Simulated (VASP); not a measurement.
Calculation: PBEsol GGA, VASP's PBE PAW potentials (set 64) (plane waves; VASP).

VASP ran on this input.

### KPOINTS
```
Automatic
0
G
 4 4 4
```

POSCAR:
```
BaSnO3
4.1422270
  1.0000000000   0.0000000000   0.0000000000
  0.0000000000   1.0000000000   0.0000000000
  0.0000000000   0.0000000000   1.0000000000
Ba Sn O
1 1 3
direct
  0.5000000000   0.5000000000   0.5000000000
  0.0000000000   0.0000000000   0.0000000000
  0.0000000000   0.5000000000   0.0000000000
  0.5000000000   0.0000000000   0.0000000000
  0.0000000000   0.0000000000   0.5000000000
```

**INCAR**
```
# general
SYSTEM   =  BaSnO3
PREC     =  Accurate
ENCUT    =  400   # plane-wave cut-off (eV)
LREAL    =  .FALSE.   # projection in real space or not
LASPH    =  .TRUE.   # aspherical one-centre terms

# electronic loop
EDIFF    =  1E-6
NELM     =  100   # most electronic steps
ALGO     =  Normal   # blocked Davidson
LMAXMIX  =  4   # l cut-off of mixed one-centre charges

# smearing
ISMEAR   =  -1   # Fermi-Dirac
SIGMA    =  0.05   # width (eV)

# functional
GGA      =  PS

# ions
ISIF     =  2   # forces and stress, cell fixed

# output
LWAVE    =  .FALSE.
LCHARG   =  .FALSE.
```

POTCAR, in this order: Ba_sv Sn_d O (PBE.64 set). Program: vasp_std.

Output

**OSZICAR**
```
       N       E                     dE             d eps       ncg     rms          rms(c)
DAV:   1     0.403289884313E+03    0.40329E+03   -0.18630E+04   526   0.185E+03
DAV:   2     0.732595363257E+01   -0.39596E+03   -0.38263E+03   581   0.499E+02
DAV:   3    -0.353426728579E+02   -0.42669E+02   -0.42207E+02   583   0.155E+02
DAV:   4    -0.374820307208E+02   -0.21394E+01   -0.21366E+01   716   0.327E+01
DAV:   5    -0.375205813166E+02   -0.38551E-01   -0.38543E-01   686   0.377E+00    0.128E+01
DAV:   6    -0.334785051268E+02    0.40421E+01   -0.21691E+01   684   0.584E+01    0.615E+00
DAV:   7    -0.334556356936E+02    0.22869E-01   -0.14010E+00   565   0.725E+00    0.312E+00
DAV:   8    -0.334007373249E+02    0.54898E-01   -0.23826E-01   758   0.375E+00    0.635E-01
DAV:   9    -0.333919328712E+02    0.88045E-02   -0.57593E-02   750   0.217E+00    0.141E-01
DAV:  10    -0.333923180634E+02   -0.38519E-03   -0.45839E-03   724   0.772E-01    0.551E-02
DAV:  11    -0.333923208015E+02   -0.27381E-05   -0.79858E-04   774   0.269E-01    0.277E-02
DAV:  12    -0.333923085591E+02    0.12242E-04   -0.72866E-05   653   0.642E-02    0.108E-02
DAV:  13    -0.333923070358E+02    0.15233E-05   -0.13670E-05   653   0.225E-02    0.166E-03
DAV:  14    -0.333923069269E+02    0.10882E-06   -0.28751E-07   328   0.534E-03
   1 F= -.33392307E+02 E0= -.33392254E+02  d E =-.105140E-03
```

File OUTCAR:
```
------------------------ aborting loop because EDIFF is reached ----------------------------------------
  FORCE on cell =-STRESS in cart. coord.  units (eV):
  Direction    XX          YY          ZZ          XY          YZ          ZX
  --------------------------------------------------------------------------------------
  Total       -2.2826015     -2.2826015     -2.2826015      0.0000000      0.0000000     -0.0000000
  in kB      -51.4563517    -51.4563517    -51.4563517      0.0000000      0.0000000     -0.0000000
  external PRESSURE =     -51.4563517 kB  Pullay stress =       0.0000000 kB
  volume of cell :       71.07
      direct lattice vectors                 reciprocal lattice vectors
     4.142227000  0.000000000  0.000000000     0.241416031  0.000000000  0.000000000
     0.000000000  4.142227000  0.000000000     0.000000000  0.241416031  0.000000000
     0.000000000  0.000000000  4.142227000     0.000000000  0.000000000  0.241416031
 POSITION                                       TOTAL-FORCE (eV/Angst)
 -----------------------------------------------------------------------------------
      2.07111      2.07111      2.07111         0.000000      0.000000      0.000000
      0.00000      0.00000      0.00000         0.000000      0.000000      0.000000
      0.00000      2.07111      0.00000         0.000000      0.000000      0.000000
      2.07111      0.00000      0.00000         0.000000      0.000000      0.000000
      0.00000      0.00000      2.07111         0.000000      0.000000      0.000000
 -----------------------------------------------------------------------------------
    total drift:                               -0.000000      0.000000     -0.000000
  FREE ENERGIE OF THE ION-ELECTRON SYSTEM (eV)
  ---------------------------------------------------
  free  energy   TOTEN  =       -33.3923069269 eV

  energy  without entropy=      -33.3922017874  energy(sigma->0) =      -33.39225436
```
(Selected blocks of OUTCAR.)

OUTCAR:
```
 val. band max:        4.1628316624   @ k =   0.5000   0.5000   0.5000

 cond. band min:       4.7984924329   @ k =   0.0000   0.0000   0.0000


 Fermi energy:         4.5276847350

 k-point     1 :       0.0000    0.0000    0.0000
  band No.  band energies     occupation
      1     -20.7939      2.00000
      2     -16.3929      2.00000
      3     -16.3929      2.00000
      4     -15.6130      2.00000
      5     -15.6130      2.00000
      6     -15.6130      2.00000
      7     -13.4393      2.00000
      8     -10.5714      2.00000
      9     -10.5714      2.00000
     10      -6.0116      2.00000
     11      -6.0116      2.00000
     12      -6.0116      2.00000
     13      -0.3965      2.00000
     14      -0.3965      2.00000
     15      -0.3965      2.00000
     16       3.1302      2.00000
     17       3.1302      2.00000
     18       3.1302      2.00000
     19       3.6400      2.00000
     20       3.6400      2.00000
     21       3.6400      2.00000
     22       4.7985      0.00885
     23       8.9473      0.00000
     24       8.9473      0.00000
     25      11.3111      0.00000

 k-point     2 :       0.2500    0.0000    0.0000
  band No.  band energies     occupation
      1     -20.7559      2.00000
      2     -16.3912      2.00000
      3     -16.2527      2.00000
      4     -15.6219      2.00000
      5     -15.6219      2.00000
      6     -15.6126      2.00000
      7     -13.3190      2.00000
      8     -11.2825      2.00000
      9     -10.5585      2.00000
     10      -5.9099      2.00000
     11      -5.9099      2.00000
     12      -5.8162      2.00000
     13      -0.5054      2.00000
     14      -0.4658      2.00000
     15      -0.4658      2.00000
     16       2.5700      2.00000
     17       2.7383      2.00000
     18       2.9823      2.00000
     19       2.9823      2.00000
     20       3.4499      2.00000
     21       3.4499      2.00000
     22       6.7916      0.00000
     23       9.8545      0.00000
...
```

At this cut-off the stress carries a Pulay error, which pulls relaxed volumes low. Unless said otherwise, spin-orbit coupling is left out, though it shifts the bands of the heavy elements here.

The structure comes from a computed database's BaSnO3 entry; how it stands against other phases isn't given here. The cell was not relaxed at this level. The run is one of a series of settings (GGA = PS against the base run), some of them coarse on purpose.
